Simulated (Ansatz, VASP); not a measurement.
## One calculation of Si2Se, two programs

```
Si Se
1.0
     0.00000    3.74001    3.74001
     3.74001    0.00000    3.74001
     3.74001    3.74001    0.00000
Si Se
4 2
Cartesian
  2.8050 0.9350 2.8050
  2.8050 2.8050 0.9350
  0.9350 2.8050 2.8050
  0.9350 0.9350 0.9350
  5.6100 5.6100 5.6100
  3.7400 3.7400 3.7400
```

Change from the starting cell: species swapped into the ErIr2 type (Fd-3m, No. 227).

Alike in both runs: functional PBE; k mesh 4 × 4 × 4; occupations gaussian, width 0.1 eV; no spin polarisation.

Ansatz relaxed the structure, and its values are those at the end. VASP's run is a single point on that final structure, the one shown.

|  | VASP | Ansatz |
| --- | --- | --- |
| version | VASP 6.6.1 | Ansatz 0.2.0 |
| potentials or method | VASP PAW PBE potentials, release 64 (Si, Se) | scalar-relativistic, plane waves, PAW |
| plane-wave cutoff (eV) | 520 | 420 |
| valence electrons in the cell | 28 | 48 |

|  | VASP | Ansatz | Ansatz less VASP |
| --- | --- | --- | --- |
| gap on the k mesh at the Fermi level (eV) | none | none | - |
| pressure (GPa) | 0.4 | 0.4 | 0.00 |

A gap of «none» marks a metal or a gap that the smearing closes. The two sets of potentials don't hold the same shells in valence.

Caveats: the k mesh is coarse (spacing up to 0.36 Å⁻¹), so the values aren't converged.
